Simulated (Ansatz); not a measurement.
TiSi2: equation of state with r2SCAN

Crystal: TiSi2.

```
Ti Si
1.0
    -1.47287    1.71213    4.21208
     1.47287   -1.71213    4.21208
     1.47287    1.71213   -4.21208
Ti Si
1 2
Direct
  0.00000 0.00000 0.00000
  0.67008 0.67008 0.00000
  0.32992 0.32992 0.00000
```

The cell comes from a database or a generator and needn't be the stable form of this composition.

* Program: Ansatz 0.2.0
* Task: equation of state
* Functional: r2SCAN
* Potentials or basis: Ansatz PAW
* Cutoff: 500 eV
* Density cutoff: 2000 eV
* k mesh: 12 × 12 × 12
* Occupations: fermi-dirac, width 0.05 eV
* Spin: no spin polarisation

```yaml
Equilibrium_volume: 13.93 Å³/atom
Bulk_modulus_at_fixed_shape_and_positions: 147 GPa
Pressure_derivative_of_the_bulk_modulus: 4.4
```

Energy against volume, from the lowest point:
```csv
volume (Å³/atom),energy (meV/atom)
13.313,13.37
13.596,3.68
13.879,0.00
14.162,1.70
14.446,8.22
14.729,19.06
15.012,33.76
```

All runs of the series together: 90 s on 2 threads of Arm Neoverse V1, on a shared host.

Caveat: the cell was scaled at fixed shape and fractional positions, which overstates the stiffness of a crystal with free parameters, most of all of layers and chains; the PAW data sets were made with another functional, which shifts forces and pressure a little.
